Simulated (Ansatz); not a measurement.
# Bands, cutoff and cost in G0W0 for InGa5As6 (zincblende [001] superlattice)

Wanted: a G0W0 gap for InGa5As6 (zincblende [001] superlattice) that is converged in bands and cutoff, or an estimate of the limit.

Program: Ansatz 0.2.0. Level of theory: G0W0 on PBEsol, plane waves, PAW; PAW set soft_1. Results are calculated unless marked as measured.

## 1. The structure

The cell holds 12 atoms: 1 In, 6 As and 5 Ga. Cell: a = 4.051 Å, b = 4.052 Å, c = 17.200 Å, α = 90.0°, β = 90.0°, γ = 90.0°. It derives from InAs. Regions: InAs, 2 atoms (1 In and 1 As); GaAs, 10 atoms (5 Ga and 5 As). The structure's axis is c.

The structure was relaxed with PBEsol. The runs that relaxed it are not among those shown.

## 2. 298 empty bands, screening to 60 eV

G0W0 replaces the xc potential by the self-energy, built once from these orbitals. Only a window of levels is corrected, while the sums run over the empty bands that the input names. This step takes PAW set soft_1 files.

The input, input.yaml:

```yaml
crystal:
  lattice:
    - [4.0514542799, 0.0, 0.0]
    - [0.0, 4.0522658251, 0.0]
    - [0.0, 0.0, 17.1996840665]
  atoms:
    - { symbol: In, position: [0.0, 0.0, 0.0502204666] }
    - { symbol: As, position: [0.5, 0.0, 0.1447624294] }
    - { symbol: Ga, position: [0.5, 0.5, 0.2252626828] }
    - { symbol: As, position: [0.0, 0.5, 0.3065850392] }
    - { symbol: Ga, position: [0.0, 0.0, 0.3877817356] }
    - { symbol: As, position: [0.5, 0.0, 0.4690004033] }
    - { symbol: Ga, position: [0.5, 0.5, 0.5501807665] }
    - { symbol: As, position: [0.0, 0.5, 0.6313782432] }
    - { symbol: Ga, position: [0.0, 0.0, 0.7126023475] }
    - { symbol: As, position: [0.5, 0.0, 0.7938317561] }
    - { symbol: Ga, position: [0.5, 0.5, 0.8751659697] }
    - { symbol: As, position: [0.0, 0.5, 0.9556988446] }
kpoints:
  mp_grid: { grid: [4, 4, 2] }
hamiltonian:
  xc: pbesol
  pseudopotentials: { kind: paw, azcp: { folder: soft_1 }, xc_functional: pbe }
scf:
  occupations: { method: fixed }
gw:
  n_empty_bands: 298
  ecut_chi: 60
  qp_bands: [v4, c4]
  qp_kpoints: band_edges
  screening: { model: contour_deformation }
```

Run with:

```bash
ansatz run input.yaml --threads 3 --pin off --max-ram 92160MiB --backend cuda --events-out ev --progress --plain --runs-dir out --devices 1 --max-vram 13GiB
```

Numbers of over 12 decimals in the logs are rounded to 6 here.

Output:

```text
GPUs: using 1 of 1 available (devices: 1).
Engine: ansatz 0.2.0, x86_64-unknown-linux-gnu
Pseudopotentials: kind: paw
Pseudopotential: In, paw, valence charge 13, recommended cutoff 420 eV (normal), soft_1/In.paw.azcp
Pseudopotential: As, paw, valence charge 15, recommended cutoff 420 eV (normal), soft_1/As.paw.azcp
Pseudopotential: Ga, paw, valence charge 13, recommended cutoff 420 eV (normal), soft_1/Ga.paw.azcp
Functional definition: PBEsol
  exchange = pbesol_x
  correlation = pbesol_c
device memory: the entry about to start is reckoned to put 4.8 GiB on a device that reports 64.6 GiB free (of which the cap on the GPU budget leaves the run 13.0 GiB)
GPU FFT provider: cuFFT
GPU libraries: cuBLAS 13.8.2, cuFFT 12.4.0, cuSOLVER 12.3.4
Crystal: 12 atoms, lattice volume = 282.377 Å³
Basis set: ecut = 420 eV, 5545 PW (Γ)
Bands: 101, of which v1, the nominal top of the filled ones, is band 84 counted from 1 (83 counted from 0)
Symmetry: 4 space group operations
Space group: Pmm2 (ITA 25), of the structure as read, at distance tolerance 6.6e-5 Å
k-points: 18 of 32
Non-local potential: In, projectors of the file, l = 0: 2, l = 1: 2, l = 2: 2, l = 3: 1
Non-local potential: As, projectors of the file, l = 0: 2, l = 1: 2, l = 2: 3, l = 3: 1
Non-local potential: Ga, projectors of the file, l = 0: 2, l = 1: 2, l = 2: 3, l = 3: 1
PAW form: soft (Blöchl's): semilocal exchange-correlation on the pseudo side does not see the compensation charge
PAW frozen core: In, regenerated for the run's functional, and the local potential with it (the file was generated under x = pbe(κ = 0.804, μ = 0.219515), c = pbe(β = 0.066725))
PAW frozen core: As, regenerated for the run's functional, and the local potential with it (the file was generated under x = pbe(κ = 0.804, μ = 0.219515), c = pbe(β = 0.066725))
PAW frozen core: Ga, regenerated for the run's functional, and the local potential with it (the file was generated under x = pbe(κ = 0.804, μ = 0.219515), c = pbe(β = 0.066725))
PAW one-centre angular grid: In, 590 points (default); XC on 64 Gauss nodes
PAW one-centre angular grid: As, 590 points (default); XC on 64 Gauss nodes
PAW one-centre angular grid: Ga, 590 points (default); XC on 64 Gauss nodes
Initial density: superposition of atomic densities (chi_scale 0.1, normalization cell, long waves kept (reshape's long-wave potential 0.22 eV rms))
Initial wavefunctions: pseudopotential atomic-orbital guess
GPU buffer pool allocated for 108000 grid points (all kernels)
GPU transforms: local potential and band sums: pruned to the plane-wave sphere, on 27×27×120
Functional: x = pbesol(κ = 0.804, μ = 0.123457), c = pbesol(β = 0.046)
SCF iter   1: F=—  HF=-53123.489520 eV  |F-HF|=—  |Δ(HF+E_count)|=         —  Δρ=4.09e-2  dr2=3.09e0  ethr=3.10e-3  ⟨swp⟩=4.9  Hψ=5676  notcnv=0  defer=255
preconditioner: auto → Resta (q_TF=auto, 2.502 Å⁻¹)  ε∞=3.5  [insulator: Δε(μ)=0.235 eV  Ē_g=14.531 eV  n_scr=84 (ndim 8)  ℏωp=23.0 eV  f_vac=0.003  ε∞_Penn≈3.5]
SCF iter   2: F=—  HF=-53123.026100 eV  |F-HF|=—  |Δ(HF+E_count)|=   4.63e-1  Δρ=2.24e-2  dr2=1.01e0  ethr=1.84e-3  ⟨swp⟩=2.0  Hψ=2165  notcnv=0  defer=247
SCF iter   3: F=—  HF=-53122.869224 eV  |F-HF|=—  |Δ(HF+E_count)|=   1.57e-1  Δρ=5.09e-3  dr2=7.99e-1  ethr=6.00e-4  ⟨swp⟩=2.7  Hψ=1944  notcnv=0  defer=264
SCF iter   4: F=—  HF=-53122.776537 eV  |F-HF|=—  |Δ(HF+E_count)|=   9.27e-2  Δρ=1.79e-3  dr2=1.21e-2  ethr=4.76e-4  ⟨swp⟩=2.2  Hψ=2106  notcnv=0  defer=269
SCF iter   5: F=—  HF=-53122.784178 eV  |F-HF|=—  |Δ(HF+E_count)|=   7.64e-3  Δρ=8.18e-4  dr2=1.88e-3  ethr=7.20e-6  ⟨swp⟩=2.1  Hψ=2906  notcnv=0  defer=270
SCF iter   6: F=—  HF=-53122.783548 eV  |F-HF|=—  |Δ(HF+E_count)|=   6.29e-4  Δρ=2.06e-4  dr2=1.31e-4  ethr=1.12e-6  ⟨swp⟩=2.0  Hψ=3115  notcnv=0  defer=270
SCF iter   7: F=—  HF=-53122.783718 eV  |F-HF|=—  |Δ(HF+E_count)|=   1.70e-4  Δρ=7.67e-5  dr2=1.19e-5  ethr=7.82e-8  ⟨swp⟩=2.0  Hψ=2599  notcnv=0  defer=199
SCF iter   8: F=—  HF=-53122.783746 eV  |F-HF|=—  |Δ(HF+E_count)|=   2.72e-5  Δρ=3.64e-5  dr2=2.48e-6  ethr=7.09e-9  ⟨swp⟩=2.0  Hψ=3159  notcnv=0  defer=191
SCF iter   9: F=—  HF=-53122.783749 eV  |F-HF|=—  |Δ(HF+E_count)|=   3.45e-6  Δρ=1.35e-5  dr2=3.84e-7  ethr=1.47e-9  ⟨swp⟩=2.0  Hψ=3139  notcnv=0  defer=191
SCF iter  10: F=—  HF=-53122.783749 eV  |F-HF|=—  |Δ(HF+E_count)|=   4.12e-7  Δρ=5.18e-6  dr2=7.91e-8  ethr=5.95e-11  ⟨swp⟩=9.9  Hψ=8136  notcnv=0
SCF iter  11: F=-53122.783749 eV  HF=-53122.783749 eV  |F-HF|=5.46e-9  |Δ(HF+E_count)|=   3.11e-8  Δρ=1.94e-6  dr2=1.82e-8  ethr=4.71e-11  ⟨swp⟩=3.1  Hψ=4557  notcnv=0
SCF 1 converged in 11 iterations: F = -53122.783749 eV  dr2 = 1.82e-8
  greatest PAW one-centre occupation: 0.999 electrons in one spin orbital (limit 2), on the As atom at site 7 (counted from 0), in its partial waves of l = 2
device memory: the entry about to start is reckoned to put 5.8 GiB (of the 6.0 GiB reckoned in all, the device holds 0.2 GiB already) on a device that reports 70.2 GiB free (of which the cap on the GPU budget leaves the run 12.8 GiB)
NSCF: frozen V_eff on 18 k-points
the band table was solved once the SCF had ended and its energy, with any forces and stress, was formed, with the checks that follow a solve (6786 applications of the Hamiltonian). They found nothing against the state; the energy, forces and stress were not computed again (output.eigenvalues in the input reference)
device memory: the entry about to start is reckoned to put 6.7 GiB on a device that reports 70.2 GiB free (of which the cap on the GPU budget leaves the run 13.0 GiB)
NSCF: frozen V_eff on 18 k-points
G₀W₀ screening: q 1/18
[... further progress lines ...]
SCF converged after 11 iterations
Free energy (F): -53122.783749 eV
Harris-Foulkes:  -53122.783749 eV  (|F-HF|=5.46e-9)
Internal energy: -53122.783749 eV  (E = F + TS)
E sigma→0 (E₀):  -53122.783749 eV
Fermi energy:    7.741349 eV
--- Per-component energies (eV) ---
  E_band       = -1944.366450
  E_kinetic    = 1366.643725
  E_local      = -22062.656675  (includes V_loc(G=0)·N_el)
  E_nonlocal   = -2483.492515
  E_hartree    = 12520.815232
  E_xc         = -875.616237
  E_vxc        = -812.236450  (∫ρ·V_xc dr)
  E_paw        = -25726.401696  (= ΣΔE_a)
  E_vpaw       = -2994.248642  (= ΣTr[D̂ρ^β])
  E_aug_tail   = -0.000905  (compensation charges beyond the density's cutoff)
  E_ewald      = -15872.424058
  E_core_change = 10.349380  (= ΣΔE_core)
  E_smearing   = -0.000000  (= −TS)
  E_closure    = 0.000000  (closes the sum)
  Σ components = -53122.783749   (vs F -53122.783749, Δ=0.00e0)
--- Band table (eV; the first three rows and the last of 18) ---
  k-point 0: bands = [... 80 lower, 6.8561, 7.6616, 7.7400, 7.7413, 7.9173, 8.9788, 9.0626, 9.2490, ... 13 higher]
  k-point 1: bands = [... 80 lower, 7.3084, 7.3098, 7.5144, 7.5161, 8.9542, 8.9580, 9.1744, 9.2130, ... 13 higher]
  k-point 2: bands = [... 80 lower, 6.8604, 6.9257, 6.9432, 7.4993, 9.0426, 9.1497, 9.5157, 9.7438, ... 13 higher]
  k-point 17: bands = [... 80 lower, 4.9051, 4.9338, 4.9339, 4.9668, 9.5513, 9.5517, 9.6246, 9.6246, ... 13 higher]
--- G₀W₀: contour deformation, 8 samples at zero and on the imaginary axis and 1 off it, 32 q-points, 298 empty bands' worth ---
  eigenvalues of the whole cell's RPA ε∞ on this k-mesh (on a slab, of 1 + 4πα/V) = 292.8071, 805.6179, 822.1222; static W/v taken at q = 0 is 0.000238
  gw.qp_kpoints: band_edges: 12 of 18 stored k-points solved, in 1 pass; an edge of the gap read off the rows below is read off those points alone
    valence top: of the k-points left out ik 8 came nearest to being solved in a further pass, in band 84 (counted from 1, as in the quasiparticle table): it holds the edge there only if its correction is more favourable than any solved in that band by at least 1.092 eV; those differ by 0.141 eV
    conduction bottom: of the k-points left out ik 8 came nearest to being solved in a further pass, in band 85 (counted from 1, as in the quasiparticle table): it holds the edge there only if its correction is more favourable than any solved in that band by at least 1.153 eV; those differ by 0.594 eV
    ik  band        ε_KS         Σx   Σc(E_QP)       V_xc       Z   E_QP_lin       E_QP  E_QP is
     0    81      6.8561   -16.0485     1.7033   -14.2254  0.7456     6.7358     6.7363  root
     0    82      7.6616   -16.1214     0.8982   -15.2059  0.7606     7.6443     7.6443  root
     0    83      7.7400   -16.7753     1.4297   -15.2877  0.7560     7.6821     7.6822  root
     0    84      7.7413   -16.7766     1.4300   -15.2889  0.7560     7.6835     7.6836  root
     0    85      7.9173   -12.1548    -2.9844   -15.8997  0.7707     8.7004     8.6778  root
     0    86      8.9788    -6.9619    -3.6590   -10.8237  0.7700     9.1830     9.1816  root
     0    87      9.0626    -7.6190    -3.6456   -11.5415  0.7667     9.3424     9.3396  root
     0    88      9.2490    -7.4722    -3.6543   -11.3953  0.7676     9.5205     9.5178  root
     1    81      7.3084   -16.4918     1.5257   -14.8762  0.7527     7.2182     7.2185  root
     1    82      7.3098   -16.4930     1.5259   -14.8772  0.7527     7.2196     7.2199  root
     1    83      7.5144   -16.4057     1.4801   -14.8547  0.7529     7.4434     7.4436  root
     1    84      7.5161   -16.4075     1.4803   -14.8564  0.7529     7.4452     7.4454  root
     1    85      8.9542    -7.4360    -3.5800   -11.2504  0.7688     9.1905     9.1886  root
     1    86      8.9580    -8.0743    -3.5186   -11.8966  0.7680     9.2651     9.2618  root
     1    87      9.1744   -10.9768    -3.1650   -14.6598  0.7602     9.7032     9.6923  root
     1    88      9.2130   -11.5593    -2.9404   -14.9873  0.7587     9.7097     9.7006  root
     2    81      6.8604   -15.8704     1.3264   -14.4765  0.7532     6.7927     6.7929  root
     2    82      6.9257   -16.2672     1.7178   -14.4365  0.7473     6.8123     6.8128  root
     2    83      6.9432   -15.7880     1.2897   -14.4354  0.7536     6.8801     6.8803  root
     2    84      7.4993   -16.6113     1.5477   -14.9935  0.7529     7.4291     7.4293  root
     2    85      9.0426    -9.9311    -3.3442   -13.7948  0.7658     9.5730     9.5621  root
     2    86      9.1497    -9.9235    -3.3997   -13.8430  0.7658     9.6803     9.6693  root
     2    87      9.5157    -7.7755    -3.7593   -11.8510  0.7642     9.8360     9.8320  root
     2    88      9.7438    -9.6725    -3.7062   -13.9069  0.7555    10.2851    10.2720  root
[...]
17    81      4.9051   -15.3801     2.2665   -12.9066  0.7226     4.6963     4.6981  root
    17    82      4.9339   -15.1261     2.2033   -12.7265  0.7234     4.7358     4.7375  root
    17    83      4.9339   -15.1261     2.2033   -12.7265  0.7234     4.7358     4.7375  root
    17    84      4.9668   -15.3003     2.2954   -12.8059  0.7192     4.7660     4.7678  root
    17    85      9.5513    -7.0586    -3.6200   -10.8764  0.7702     9.7506     9.7492  root
    17    86      9.5517    -7.0582    -3.6201   -10.8762  0.7704     9.7510     9.7496  root
    17    87      9.6246    -7.0940    -3.6662   -10.9550  0.7697     9.8206     9.8194  root
    17    88      9.6246    -7.0940    -3.6662   -10.9550  0.7697     9.8206     9.8194  root
```

Run time: 41 s. Hardware: 1 × NVIDIA H100 80GB HBM3 (shared by 6 runs) with 3 threads of AMD EPYC 7R13 (Zen 3), shared host; peak memory 2.2 GiB.

In the SCF lines HF is the Harris–Foulkes energy and dr2 the Hartree energy of the density residual, in eV; the loop may stop once dr2 is under the threshold and the program's other checks hold. Hψ counts applications of the Hamiltonian.

This step gave:

```yaml
bands_summed: 382
rpa_eps_infinity_on_this_mesh_eigenvalues: 292.8, 805.6, 822.1
plane_waves_in_the_screening_matrix: 313
q_points_in_the_mesh: 32
g0w0_gap_on_the_mesh: 0.9941 eV
k_of_the_valence_top: 0, 0, 0
k_of_the_conduction_bottom: 0, 0, 0
starting_gap_on_the_mesh: 0.1759 eV
z_at_the_valence_top: 0.7560
z_at_the_conduction_bottom: 0.7707
least_direct_g0w0_gap_on_the_computed_points: 0.9941 eV
```

The gap on the mesh goes from 0.18 eV to 0.99 eV, a correction of +0.82 eV. Between the two edge states, bare exchange in place of the xc potential would open the gap by 5.23 eV, and correlation takes back 4.41 eV.

## 3. 1177 empty bands, screening to 150 eV

Bands and screening cutoff are moved together, since each hides the error of the other.

input.yaml, as its differences from that of step 2:

```diff
@@ -26,4 +26,4 @@
 gw:
-  n_empty_bands: 298
-  ecut_chi: 60
+  n_empty_bands: 1177
+  ecut_chi: 150.0
   qp_bands: [v4, c4]
```

Output:

```text
GPUs: using 1 of 1 available (devices: 1).
[...]
GPU FFT provider: cuFFT
GPU libraries: cuBLAS 13.8.2, cuFFT 12.4.0, cuSOLVER 12.3.4
Crystal: 12 atoms, lattice volume = 282.377 Å³
Basis set: ecut = 420 eV, 5545 PW (Γ)
Bands: 101, of which v1, the nominal top of the filled ones, is band 84 counted from 1 (83 counted from 0)
[... 1 set-up line as in the run before ...]
[...]
k-points: 18 of 32
[...]
GPU buffer pool allocated for 108000 grid points (all kernels)
[...]
SCF iter   1: F=—  HF=-53123.489520 eV  |F-HF|=—  |Δ(HF+E_count)|=         —  Δρ=4.09e-2  dr2=3.09e0  ethr=3.10e-3  ⟨swp⟩=4.9  Hψ=5676  notcnv=0  defer=255
[...]
SCF iter  11: F=-53122.783749 eV  HF=-53122.783749 eV  |F-HF|=5.46e-9  |Δ(HF+E_count)|=   3.11e-8  Δρ=1.94e-6  dr2=1.82e-8  ethr=4.71e-11  ⟨swp⟩=3.1  Hψ=4557  notcnv=0
SCF 1 converged in 11 iterations: F = -53122.783749 eV  dr2 = 1.82e-8
[...]
NSCF: frozen V_eff on 18 k-points
[...]
G₀W₀ screening: q 1/18
[... further progress lines ...]
SCF converged after 11 iterations
Free energy (F): -53122.783749 eV
[...]
Internal energy: -53122.783749 eV  (E = F + TS)
E sigma→0 (E₀):  -53122.783749 eV
Fermi energy:    7.741349 eV
[...]
--- Band table (eV; the first three rows and the last of 18) ---
  k-point 0: bands = [... 80 lower, 6.8561, 7.6616, 7.7400, 7.7413, 7.9173, 8.9788, 9.0626, 9.2490, ... 13 higher]
  k-point 1: bands = [... 80 lower, 7.3084, 7.3098, 7.5144, 7.5161, 8.9542, 8.9580, 9.1744, 9.2130, ... 13 higher]
  k-point 2: bands = [... 80 lower, 6.8604, 6.9257, 6.9432, 7.4993, 9.0426, 9.1497, 9.5157, 9.7438, ... 13 higher]
  k-point 17: bands = [... 80 lower, 4.9051, 4.9338, 4.9339, 4.9668, 9.5513, 9.5517, 9.6246, 9.6246, ... 13 higher]
[...]
0    81      6.8561   -16.0485     1.3442   -14.2254  0.7436     6.3678     6.3771  root
     0    82      7.6616   -16.1214     0.4991   -15.2059  0.7581     7.2400     7.2452  root
     0    83      7.7400   -16.7753     1.0248   -15.2877  0.7536     7.2696     7.2773  root
     0    84      7.7413   -16.7766     1.0249   -15.2889  0.7536     7.2709     7.2786  root
     0    85      7.9173   -12.1548    -3.4789   -15.8997  0.7697     8.1850     8.1832  root
     0    86      8.9788    -6.9619    -3.8581   -10.8237  0.7700     8.9825     8.9825  root
     0    87      9.0626    -7.6190    -3.8790   -11.5415  0.7664     9.1062     9.1061  root
     0    88      9.2490    -7.4722    -3.8897   -11.3953  0.7676     9.2824     9.2825  root
[...]
17    85      9.5513    -7.0586    -3.8333   -10.8764  0.7702     9.5359     9.5359  root
    17    86      9.5517    -7.0582    -3.8334   -10.8762  0.7702     9.5364     9.5363  root
    17    87      9.6246    -7.0940    -3.8700   -10.9550  0.7694     9.6156     9.6156  root
    17    88      9.6246    -7.0940    -3.8700   -10.9550  0.7694     9.6156     9.6156  root
```

Wall time 2.5 min (1 × NVIDIA H100 80GB HBM3 (shared by 6 runs) with 3 threads); peak memory 7.9 GiB; 4.4 min of CPU time.

Numbers from this step:

| Item | Value |
| --- | --- |
| bands summed | 1261 |
| RPA ε∞ on this mesh (eigenvalues) | 293.2, 807.4, 823.9 |
| plane waves in the screening matrix | 1147 |
| q-points in the mesh | 32 |
| G0W0 gap on the mesh | 0.9046 eV |
| k of the valence top | 0, 0, 0 |
| k of the conduction bottom | 0, 0, 0 |
| starting gap on the mesh | 0.1759 eV |
| Z at the valence top | 0.7536 |
| Z at the conduction bottom | 0.7697 |
| least direct G0W0 gap on the computed points | 0.9046 eV |

Against the run with 4×4×2 mesh, 298 empty bands, screening to 60 eV, PAW set soft_1 files, the gap moves by −0.09 eV.

## 4. The runs together

Times are wall times on 1 × NVIDIA H100 80GB HBM3 (shared by 6 runs) with 3 threads of AMD EPYC 7R13 (Zen 3), shared host, good to a factor of about two.

```tsv
mesh	files	frequency	bands summed	cutoff (eV)	start (eV)	G0W0 (eV)	time	host memory (GiB)
4×4×2	PAW set soft_1	contour deformation	382	60	0.176	0.994	41 s	2.2
4×4×2	PAW set soft_1	contour deformation	1261	150	0.176	0.905	2.5 min	7.9
```

The parts of the quasiparticle energy at the two band edges (eV; QP = start + Σx + Σc − Vxc):

```tsv
run	edge	start	Σx	Σc	Vxc	Z	QP
382 bands	valence top	7.74	-16.78	1.43	-15.29	0.76	7.68
382 bands	conduction bottom	7.92	-12.15	-2.98	-15.90	0.77	8.68
1261 bands	valence top	7.74	-16.78	1.02	-15.29	0.75	7.28
1261 bands	conduction bottom	7.92	-12.15	-3.48	-15.90	0.77	8.18
```

## 5. Results

| Quantity | Value |
| --- | --- |
| 382 bands, 60 eV | 0.994 eV |
| 1261 bands, 150 eV | 0.905 eV |
| estimated limit in bands and cutoff | 0.87 eV |
| mesh and start | 4×4×2, PBEsol |

**Reading.** A line in one over the bands through the two rungs gives 0.87 eV, −0.04 eV from the top rung; with two points alone it is an unchecked estimate. The rungs stand 0.13 eV (382 bands) and 0.04 eV (1261 bands) from it. From 382 to 1261 bands the gap moves by −0.09 eV while the time grows 3.7-fold. Σc changes by −0.41 eV at the valence top and −0.49 eV at the conduction bottom, so the levels themselves move more than the gap between them. The 4×4×2 mesh is coarse for this cell (its supercell is 16 Å along the shortest edge). The RPA ε∞ on it, from the PBEsol start, is 293.25, 807.37 and 823.92; such meshes misread the long-range screening, most where the gap is narrow. On this mesh the RPA ε∞ passes 90, more than nearly any semiconductor shows; a coarse mesh does this where one point with a narrow direct gap carries much weight. The screening is then too strong, and the G0W0 gap should not be taken as the material's. The many-body steps are scalar-relativistic: spin-orbit coupling is not in them.

[Paths, hosts, dates, memory and timing lines, banners, echoed tables and standing remarks are left out of the program output.]

[Logs are printed without paths, hosts, clocks, repeated set-up lines and the standing remarks that a program may print on its own settings, such as how far it seeks lower states.]

[Runs of the session that timed out or met a known fault of the program may be left out.]

[Cells called generated may have been cut or substituted from an entry of the Crystallography Open Database or the Materials Project.]

[Hosts, paths, dates, database ids (printed as entryN), source tags and the programs' standing remarks are cut or masked in the printed files.]
